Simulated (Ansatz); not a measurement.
## TiSi2N4 monolayer in a perpendicular field

What dipole does a perpendicular field induce in the TiSi2N4 monolayer, and does the gap follow? A positive field points along +c.

Program: Ansatz 0.2.0. Level of theory: plane-wave DFT, PBE-D3(BJ), Ansatz PAW. Results are calculated unless marked as measured.

## Step 1: The starting structure

The cell holds 7 atoms: 4 N, 2 Si and 1 Ti. Cell: a = 2.920 Å, b = 2.920 Å, c = 25.043 Å, α = 90.0°, β = 90.0°, γ = 120.0°. Vacuum lies along c.

As a file:

```xyz
7
Lattice="2.9200 0.0000 0.0000 -1.4600 2.5288 0.0000 0.0000 0.0000 25.0425" Properties=species:S:1:pos:R:3
N     0.0000    0.0000    9.0000
Si    0.0000    1.6859    9.4694
N     0.0000    1.6859   11.2194
Ti    0.0000    0.0000   12.5213
N     0.0000    1.6859   13.8231
Si    0.0000    1.6859   15.5731
N     0.0000    0.0000   16.0425
```

## Step 2: Relaxation

The starting cell is a guess, so the in-plane lattice and the atoms are relaxed first, with the slab cut off from its images along the normal. The program lengthens the vector along the normal by itself, so c and the volume that it reports differ from the typed ones.

The input, input.yaml:

```yaml
crystal:
  lattice:
    - [2.92, 0.0, 0.0]
    - [-1.46, 2.5287941791, 0.0]
    - [0.0, 0.0, 25.0425286473]
  atoms:
    - { symbol: "N", position: [0.0, 0.0, 0.3593886275] }
    - { symbol: Si, position: [0.3333333333, 0.6666666667, 0.3781340301] }
    - { symbol: "N", position: [0.3333333333, 0.6666666667, 0.4480151521] }
    - { symbol: Ti, position: [0.0, 0.0, 0.5] }
    - { symbol: "N", position: [0.3333333333, 0.6666666667, 0.5519848479] }
    - { symbol: Si, position: [0.3333333333, 0.6666666667, 0.6218659699] }
    - { symbol: "N", position: [0.0, 0.0, 0.6406113725] }
  periodic: [true, true, false]
kpoints:
  mp_grid: { grid: [12, 12, 1] }
hamiltonian:
  xc: pbe
  dispersion: d3bj
scf:
  occupations: { method: fermi_dirac, width: 0.05 }
  convergence: { dr2_threshold: 1.0e-09 }
relax:
  f_tol: 0.004
  max_steps: 90
  cell: {}
output:
  write_potential: true
  write_density: true
  volumetric_format: npy
```

Started as:

```
$ ansatz run input.yaml --threads 2 --pin off --max-ram 3072MiB --backend cpu --events-out ev --progress --plain --runs-dir out
```

Numbers of over 12 decimals in the logs are rounded to 6 here.

Log:

```text
Warning: crystal.periodic: the lattice vector that does not repeat stood 0.000° off the slab's normal, 25.043 Å along it as the deck builds it. The run solves the slab on a vector along the normal, 37.885 Å long, with every atom where it was (on the deck's vector they left 18.00 Å outside them, and the widest stretch free of ions among them is 1.75 Å). A fractional position that the run reports is one of the run's ce [...]
Warning: relax.cell: scf.convergence.dr2_threshold = 1e-9 eV is looser than the 2.41007176388e-10 eV advised for a relaxation that steers and ends on the stress (1e-10 eV for each atom of the cell: 7, times the square of relax.cell.stress_2d_tol = 0.05 N/m over 17.0 Å (the atoms' height at the walk's start and 5 Å past either face), 2.934e-2 GPa, over a crystal's default 0.05). What an SCF threshold leaves in a stress goes as its square root, and in the free energy as the threshold itself, and one threshold admits the most on a small cell: [figures from the program's tests cut] Set scf.convergence.dr2_threshold to 2.41007176388e-10 eV or tighter. [rest of the remark cut]
crystal.periodic: the lattice vector that does not repeat stood 0.000° off the slab's normal, 25.043 Å along it as the deck builds it. The run solves the slab on a vector along the normal, 37.885 Å long, with every atom where it was (on the deck's vector they left 18.00 Å outside them, and the widest stretch free of ions among them is 1.75 Å). A fractional position that the run reports is one of the run's cell, which [...]
Engine: ansatz 0.2.0, x86_64-unknown-linux-gnu
Pseudopotentials: kind: paw
Pseudopotential: N, paw, valence charge 5, recommended cutoff 420 eV (normal), N.paw.azcp
Pseudopotential: Si, paw, valence charge 4, recommended cutoff 420 eV (normal), Si.paw.azcp
Pseudopotential: Ti, paw, valence charge 12, recommended cutoff 420 eV (normal), Ti.paw.azcp
Functional definition: PBE
  parameter kappa = 0.804
  parameter beta = 0.066725
  exchange = pbe_x(kappa = kappa, mu = beta*pi^2/3)
  correlation = pbe_c(beta = beta)
Crystal: 7 atoms, lattice volume = 279.746 Å³
Basis set: ecut = 420 eV, 5431 PW (Γ), exchange–correlation on 40×40×512 points (8 copies of the dense FFT grid, shifted against one another)
Bands: 27, of which v1, the nominal top of the filled ones, is band 20 counted from 1 (19 counted from 0)
Symmetry: 12 space group operations
Space group: P-6m2 (ITA 187), of the structure as read, at distance tolerance 6.5e-5 Å
k-points: 19 of 144 (time reversal used)
Non-local potential: N, projectors of the file, l = 0: 2, l = 1: 2, l = 2: 1
Non-local potential: Si, projectors of the file, l = 0: 2, l = 1: 2, l = 2: 2
Non-local potential: Ti, projectors of the file, l = 0: 3, l = 1: 2, l = 2: 3, l = 3: 1
PAW form: soft (Blöchl's): semilocal exchange-correlation on the pseudo side does not see the compensation charge
PAW one-centre angular grid: N, 110 points (default); XC on 64 Gauss nodes
PAW one-centre angular grid: Si, 110 points (default); XC on 64 Gauss nodes
PAW one-centre angular grid: Ti, 590 points (default); XC on 64 Gauss nodes
Initial density: superposition of atomic densities (neutral atoms: chi_scale 0, normalization atom), corrected by the library's trained network
Initial wavefunctions: pseudopotential atomic-orbital guess
Functional: x = pbe(κ = 0.804, μ = 0.219515), c = pbe(β = 0.066725)
SCF iter   1: F=—  HF=-5315.805628 eV  |F-HF|=—  |Δ(HF+E_count)|=         —  Δρ=2.91e-3  dr2=7.94e-2  ethr=1.77e-3  ⟨swp⟩=11.9  Hψ=4088  notcnv=0  defer=26
preconditioner: auto → Resta (q_TF=auto, 1.973 Å⁻¹)  ε∞=2.4  [insulator: Δε(μ)=1.119 eV  Ē_g=10.640 eV  σ=0.050 eV  W_gap=1.00  n_scr=22 (ndim 8)  ℏωp=12.6 eV  f_vac=0.722  D(μ)=0.00/eV (n_scr^D=0)  ε∞_Penn≈2.4  vacuum switching on, ρ_ref=8.2e-3 e/Å³]
SCF iter   2: F=—  HF=-5315.808626 eV  |F-HF|=—  |Δ(HF+E_count)|=   3.00e-3  Δρ=4.58e-3  dr2=9.41e-2  ethr=1.98e-4  ⟨swp⟩=4.1  Hψ=1236  notcnv=0  defer=34
SCF iter   3: F=—  HF=-5315.798393 eV  |F-HF|=—  |Δ(HF+E_count)|=   1.02e-2  Δρ=1.40e-3  dr2=9.34e-3  ethr=1.98e-4  ⟨swp⟩=2.4  Hψ=650  notcnv=0  defer=34
SCF iter   4: F=—  HF=-5315.800300 eV  |F-HF|=—  |Δ(HF+E_count)|=   1.91e-3  Δρ=6.13e-4  dr2=1.44e-3  ethr=2.34e-5  ⟨swp⟩=3.2  Hψ=1070  notcnv=0  defer=34
SCF iter   5: F=—  HF=-5315.800601 eV  |F-HF|=—  |Δ(HF+E_count)|=   3.01e-4  Δρ=1.70e-4  dr2=9.49e-5  ethr=3.60e-6  ⟨swp⟩=3.0  Hψ=894  notcnv=0  defer=34
SCF iter   6: F=—  HF=-5315.800572 eV  |F-HF|=—  |Δ(HF+E_count)|=   2.92e-5  Δρ=6.61e-5  dr2=1.79e-5  ethr=2.37e-7  ⟨swp⟩=3.1  Hψ=1062  notcnv=0  defer=34
SCF iter   7: F=—  HF=-5315.800570 eV  |F-HF|=—  |Δ(HF+E_count)|=   1.80e-6  Δρ=3.41e-5  dr2=3.67e-6  ethr=4.47e-8  ⟨swp⟩=3.5  Hψ=1055  notcnv=0  defer=34
SCF iter   8: F=—  HF=-5315.800683 eV  |F-HF|=—  |Δ(HF+E_count)|=   1.13e-4  Δρ=6.41e-6  dr2=1.51e-7  ethr=9.17e-9  ⟨swp⟩=3.1  Hψ=958  notcnv=0  defer=34
SCF iter   9: F=—  HF=-5315.800684 eV  |F-HF|=—  |Δ(HF+E_count)|=   3.94e-8  Δρ=1.37e-6  dr2=7.42e-9  ethr=3.77e-10  ⟨swp⟩=3.0  Hψ=1050  notcnv=0  defer=34
SCF iter  10: F=-5315.800684 eV  HF=-5315.800684 eV  |F-HF|=5.69e-10  |Δ(HF+E_count)|=   4.06e-9  Δρ=2.85e-7  dr2=2.05e-10  ethr=2.50e-12  ⟨swp⟩=12.9  Hψ=4411  notcnv=0
SCF 1 converged in 10 iterations: F = -5315.800684 eV  dr2 = 2.05e-10
  greatest PAW one-centre occupation: 0.999 electrons in one spin orbital (limit 2), on the Ti atom at site 3 (counted from 0), in its partial waves of l = 0
relax step   1: F+E_penalty+E_count = -5315.80068353 eV  Δ(F+E_penalty+E_count) = +0.000e0 eV  max|allowed force component| = 2.566e0 eV/Å  Δτ_max = 0.0000 Å  P = -0.630 N/m  Ω = 279.746 Å³  fix = [c, alpha, beta]  reactions: c +0.000 N/m  (10 SCF iters, accepted)
Crystal: 7 atoms, lattice volume = 282.899 Å³
Basis set: ecut = 420 eV, 5443 PW (Γ), exchange–correlation on 40×40×512 points (8 copies of the dense FFT grid, shifted against one another)
Initial density: handed on by an earlier stage of this run
Initial wavefunctions: those handed on with the density
iter 1 solved again at ethr=2.39e-3 eV; its pass at ethr=3.10e-3 eV (dr2=9.56e-1 eV) is discarded
SCF iter   1: F=—  HF=-5316.356186 eV  |F-HF|=—  |Δ(HF+E_count)|=         —  Δρ=1.76e-2  dr2=9.60e-1  ethr=2.39e-3  ⟨swp⟩=1.6  Hψ=4112  notcnv=0
preconditioner: auto → Resta (q_TF=auto, 1.969 Å⁻¹)  ε∞=2.3  [insulator: Δε(μ)=1.194 eV  Ē_g=10.845 eV  σ=0.050 eV  W_gap=1.00  n_scr=22 (ndim 8)  ℏωp=12.5 eV  f_vac=0.737  D(μ)=0.00/eV (n_scr^D=0)  ε∞_Penn≈2.3  vacuum switching on, ρ_ref=8.5e-3 e/Å³]
[...]
SCF iter   8: F=—  HF=-5316.211726 eV  |F-HF|=—  |Δ(HF+E_count)|=   1.20e-4  Δρ=5.32e-6  dr2=7.22e-8  ethr=1.85e-9  ⟨swp⟩=3.3  Hψ=1110  notcnv=0  defer=32
SCF iter   9: F=—  HF=-5316.211726 eV  |F-HF|=—  |Δ(HF+E_count)|=   2.04e-9  Δρ=2.33e-6  dr2=1.41e-8  ethr=1.80e-10  ⟨swp⟩=2.9  Hψ=1077  notcnv=0  defer=32
SCF iter  10: F=-5316.211726 eV  HF=-5316.211726 eV  |F-HF|=3.82e-11  |Δ(HF+E_count)|=   2.54e-9  Δρ=4.01e-7  dr2=4.33e-10  ethr=2.50e-12  ⟨swp⟩=10.5  Hψ=4663  notcnv=0
SCF 3 converged in 10 iterations: F = -5316.211726 eV  dr2 = 4.33e-10
relax step   3: F+E_penalty+E_count = -5316.21172569 eV  Δ(F+E_penalty+E_count) = -5.991e-2 eV  max|allowed force component| = 1.622e-1 eV/Å  Δτ_max = 0.0716 Å  P = +0.146 N/m  Ω = 279.978 Å³  energy of the carried Pulay correction = -1.777e-4 eV  fix = [c, alpha, beta]  reactions: c +0.000 N/m  (10 SCF iters, accepted)
[...]
relax step   4: F+E_penalty+E_count = -5316.21394215 eV  Δ(F+E_penalty+E_count) = -2.216e-3 eV  max|allowed force component| = 6.524e-2 eV/Å  Δτ_max = 0.0055 Å  P = +0.363 N/m  Ω = 279.739 Å³  energy of the carried Pulay correction = +5.214e-6 eV  fix = [c, alpha, beta]  reactions: c +0.000 N/m  (9 SCF iters, accepted)
[...]
relax step   5: F+E_penalty+E_count = -5316.21389058 eV  Δ(F+E_penalty+E_count) = +5.156e-5 eV  max|allowed force component| = 4.787e-2 eV/Å  Δτ_max = 0.0023 Å  P = -0.136 N/m  Ω = 280.047 Å³  energy of the carried Pulay correction = -2.302e-4 eV  fix = [c, alpha, beta]  reactions: c +0.000 N/m  (8 SCF iters, accepted)
[...]
relax step   6: F+E_penalty+E_count = -5316.21402904 eV  Δ(F+E_penalty+E_count) = -1.385e-4 eV  max|allowed force component| = 8.247e-5 eV/Å  Δτ_max = 0.0009 Å  P = -0.000 N/m  Ω = 279.958 Å³  energy of the carried Pulay correction = -1.618e-4 eV  fix = [c, alpha, beta]  reactions: c +0.000 N/m  (8 SCF iters, accepted)
Initial wavefunctions: pseudopotential atomic-orbital guess (no wavefunctions were taken with the density)
iter 1 solved again at ethr=1.82e-7 eV; its pass at ethr=3.10e-3 eV (dr2=7.27e-5 eV) is discarded
SCF iter   1: F=—  HF=-5316.214191 eV  |F-HF|=—  |Δ(HF+E_count)|=         —  Δρ=9.17e-6  dr2=1.37e-8  ethr=1.82e-7  ⟨swp⟩=6.8  Hψ=6822  notcnv=0
eigensolver tolerance schedule: the retry pair's looser diagonalisation over-reported the residual by 5313.71 of it (diagonalisation noise at 0.45 of the residual, at the tolerance the schedule requests for it); recorded, not acted on — ethr = c·dr2/N_el stays at c = 1.0e-1
preconditioner: auto → Resta (q_TF=auto, 1.973 Å⁻¹)  ε∞=2.3  [insulator: Δε(μ)=1.369 eV  Ē_g=10.867 eV  σ=0.050 eV  W_gap=1.00  n_scr=22 (ndim 8)  ℏωp=12.6 eV  f_vac=0.729  D(μ)=0.00/eV (n_scr^D=0)  ε∞_Penn≈2.3  vacuum switching on, ρ_ref=8.6e-3 e/Å³]
SCF iter   2: F=—  HF=-5316.214210 eV  |F-HF|=—  |Δ(HF+E_count)|=   1.89e-5  Δρ=4.58e-6  dr2=5.45e-9  ethr=3.42e-11  ⟨swp⟩=6.2  Hψ=2087  notcnv=0
SCF iter   3: F=—  HF=-5316.214227 eV  |F-HF|=—  |Δ(HF+E_count)|=   1.68e-5  Δρ=2.55e-6  dr2=2.91e-9  ethr=1.36e-11  ⟨swp⟩=3.5  Hψ=997  notcnv=0
SCF iter   4: F=—  HF=-5316.214236 eV  |F-HF|=—  |Δ(HF+E_count)|=   8.85e-6  Δρ=1.19e-6  dr2=1.16e-9  ethr=7.28e-12  ⟨swp⟩=3.8  Hψ=1042  notcnv=0
SCF iter   5: F=-5316.214240 eV  HF=-5316.214238 eV  |F-HF|=1.86e-6  |Δ(HF+E_count)|=   2.56e-6  Δρ=6.06e-7  dr2=2.83e-10  ethr=2.50e-12  ⟨swp⟩=17.1  Hψ=4521  notcnv=0
SCF 7 converged in 5 iterations: F = -5316.214240 eV  dr2 = 2.83e-10
relax step   7: F+E_penalty+E_count = -5316.21424016 eV  Δ(F+E_penalty+E_count) = -2.111e-4 eV  max|allowed force component| = 7.746e-5 eV/Å  Δτ_max = 0.0000 Å  P = +0.008 N/m  Ω = 279.958 Å³  fix = [c, alpha, beta]  reactions: c +0.000 N/m  stress off target by 8.06e-3 N/m on what of the cell is left free  SCF on the basis re-selected at this cell (its energy is not comparable with the rows above)  (5 SCF iters)
basis re-selected at this cell: Δ(F+E_penalty+E_count) = -2.111e-4 eV, ΔP = +0.008 N/m vs the last step (what re-selecting the basis moved, of the pressure what is left beyond the Pulay correction that the steps carried, after the strain that the cell walked since its last selection, with what the two solves' SCF thresholds leave and, on support functions, any second-order correction that the steps lacked; it is no m [...]
WARN: The output density's exchange-correlation potential varies sharply where the density is thin. Do not read a vacuum level from v_tot or v_xc, or from such a field of the output density. On a cell that repeats whose density bears no net charge and no dipole along the vacuum's axis use v_es (v_loc + v_h of the components); under efield.dipole_correction with no amplitude use v_es + v_field, which holds any externa [...]
SCF converged after 5 iterations
Free energy (F): -5316.214240 eV
Harris-Foulkes:  -5316.214238 eV  (|F-HF|=1.86e-6)
Internal energy: -5316.214240 eV  (E = F + TS)
E sigma→0 (E₀):  -5316.214240 eV
Entropy (-TS):   -0.000000 eV (-0.000 meV/atom)
Fermi energy:    -6.023855 eV
--- Per-component energies (eV) ---
  E_band       = -772.756687
  E_kinetic    = 897.103388
  E_local      = -135901.351578  (includes V_loc(G=0)·N_el)
  E_nonlocal   = 235.040992
  E_hartree    = 67388.669213
  E_xc         = -454.662473
  E_vxc        = -529.716534  (∫ρ·V_xc dr)
  E_paw        = -2581.873507  (= ΣΔE_a)
  E_vpaw       = -251.169803  (= ΣTr[D̂ρ^β])
  E_aug_tail   = 0.000528  (compensation charges beyond the density's cutoff)
  E_ewald      = 65102.649930
  E_disp       = -1.790733  (pairwise vdW)
  E_smearing   = -0.000000  (= −TS)
  E_closure    = -0.000000  (closes the sum)
  Σ components = -5316.214240   (vs F -5316.214240, Δ=0.00e0)
--- Forces (eV/Å), atoms counted from 1 ---
  atom   1  N     -0.00000000    -0.00000000     0.00007746
  atom   2  Si     0.00000000     0.00000000    -0.00000449
  atom   3  N      0.00000000    -0.00000000    -0.00002906
  atom   4  Ti     0.00000000    -0.00000000     0.00000000
  atom   5  N      0.00000000    -0.00000000     0.00002906
  atom   6  Si     0.00000000     0.00000000     0.00000449
  atom   7  N      0.00000000    -0.00000000    -0.00007746
  max |Σ_I F_I| component: 5.55e-16 eV/Å
--- 2D stress c σ (N/m, compression-positive) ---
        0.008061       0.000000       0.000000
        0.000000       0.008061       0.000000
        0.000000       0.000000       0.000000
  P = ½ c Tr σ = 0.0081 N/m
--- Band table (eV; the first three rows and the last of 19) ---
  k-point 0: bands = [... 16 lower, -8.3865, -7.2487, -7.1111, -7.1111, -4.2760, -2.2195, -2.2195, -2.1129, ... 3 higher]
  k-point 1: bands = [... 16 lower, -8.2985, -7.3904, -7.2335, -7.0508, -4.3383, -2.3315, -2.3184, -2.1537, ... 3 higher]
  k-point 2: bands = [... 16 lower, -8.0621, -7.7258, -7.5382, -7.1164, -4.6534, -2.4092, -2.3310, -2.2607, ... 3 higher]
  k-point 18: bands = [... 16 lower, -9.3766, -9.0045, -7.3024, -6.6486, -4.8109, -3.3136, -1.9809, -1.5772, ... 3 higher]
  the weakly bound empty levels are not read free of the cell's end (no_gap_told)
--- Relaxed structure (6 steps of the walk, 6 accepted, 1 SCFs on fresh bases) ---
  F+E_penalty+E_count = -5316.21424016 eV   max|allowed force component| = 7.746e-5 eV/Å   (the final SCF, on the basis selected at the relaxed cell)
  cell:  # Å, volume = 279.9577 Å³
    - [2.921103, 0, 0.0]
    - [-1.460552, 2.529749, 0.0]
    - [0.0, 0.0, 37.885057]
  atoms:
    - { symbol: N, position: [1.0573552618554996e-17, -5.135725556199062e-17, 0.239801] }
    - { symbol: Si, position: [0.333333, 0.666667, 0.253400] }
    - { symbol: N, position: [0.333333, 0.666667, 0.299494] }
    - { symbol: Ti, position: [1.0573552618554996e-17, -5.135725556199062e-17, 0.330507] }
    - { symbol: N, position: [0.333333, 0.666667, 0.361519] }
    - { symbol: Si, position: [0.333333, 0.666667, 0.407613] }
    - { symbol: N, position: [1.0573552618554996e-17, -5.135725556199062e-17, 0.421212] }
```

Elapsed: 37 s, on 2 threads of Intel Xeon 6975P-C (Granite Rapids), shared host; peak memory 0.58 GiB.

The steps of the relaxation:

```
step  energy less that of the first step (eV)  largest force component (eV/Å)  volume (Å³)
   1                                   0.0000                          2.5658       279.75
   2                                  -0.3511                          0.9407       282.90
   3                                  -0.4110                          0.1622       279.98
   4                                  -0.4133                          0.0652       279.74
   5                                  -0.4132                          0.0479       280.05
   6                                  -0.4133                          0.0001       279.96
  7*                                  -0.4136                          0.0001       279.96
```

Relaxation steps marked * repeat the geometry before them on a plane-wave basis chosen anew for their cell, so energy and pressure can jump there.

Forces are held to the 12 operations that the run works with; a distortion that breaks them can't arise in this run.

```
cell as run  before  after  change
      a (Å)   2.920  2.921  +0.0 %
      b (Å)   2.920  2.921  +0.0 %
```

The atoms that moved most (Å, along periodic axes as changes of fractional coordinates times the final cell, across vacuum about the mean position):

```
atom     dx     dy      dz  length
 Si6  0.000  0.000  -0.131   0.131
 Si2  0.000  0.000   0.131   0.131
  N5  0.000  0.000  -0.127   0.127
  N3  0.000  0.000   0.127   0.127
  N1  0.000  0.000   0.085   0.085
  N7  0.000  0.000  -0.085   0.085
```

The relaxed structure:

```cif
data_structure
_symmetry_space_group_name_H-M 'P 1'
_symmetry_Int_Tables_number 1
_cell_length_a 2.9211
_cell_length_b 2.9211
_cell_length_c 37.8851
_cell_angle_alpha 90.000
_cell_angle_beta 90.000
_cell_angle_gamma 120.000
_cell_volume 279.96
loop_
_atom_site_label
_atom_site_type_symbol
_atom_site_fract_x
_atom_site_fract_y
_atom_site_fract_z
_atom_site_occupancy
N1 N 0.00000 0.00000 0.23980 1
Si2 Si 0.33333 0.66667 0.25340 1
N3 N 0.33333 0.66667 0.29949 1
Ti4 Ti 0.00000 0.00000 0.33051 1
N5 N 0.33333 0.66667 0.36152 1
Si6 Si 0.33333 0.66667 0.40761 1
N7 N 0.00000 0.00000 0.42121 1
```

The lattice constant a goes from 2.920 to 2.921 Å.

(Continued in part 2 of 3.)

[Logs are printed without paths, hosts, clocks, repeated set-up lines and the standing remarks that a program may print on its own settings, such as how far it seeks lower states.]

[Hosts, paths, dates, database ids (printed as entryN), source tags and the programs' standing remarks are cut or masked in the printed files.]

[Maps of the electrostatic potential energy from Ansatz leave out the sawtooth potential of an applied field or a dipole correction, so their vacuum need not be flat; planar profiles and work functions include it.]
